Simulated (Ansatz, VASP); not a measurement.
**Pb in VASP and in Ansatz**

```
CELL_PARAMETERS angstrom
3.19921 0.00000 0.00000
0.00000 3.19921 0.00000
0.00000 0.00000 3.19921
ATOMIC_POSITIONS crystal
Pb 0.00000 0.00000 0.00000
```

Change from the starting cell: volume scaled by 0.95, LAPW.

Alike in both runs: task single point; functional PBE; k mesh 12 × 12 × 12; occupations fermi-dirac, width 0.05 eV; no spin polarisation.

|  | VASP | Ansatz |
| --- | --- | --- |
| version | VASP 6.6.1 | Ansatz 0.2.0 |
| potentials or method | VASP PAW PBE potentials, release 64 (Pb_d), cutoff 520 eV | all-electron LAPW, scalar-relativistic |

Ansatz gave:

- pressure (GPa): 2.1

Q: Which values does VASP return?

A: Pressure (GPa): 2.0.

Ansatz ran all-electron here, so the differences hold the error of VASP's frozen core and of both bases.

Spin-orbit coupling is left out, which matters for the levels of Pb.
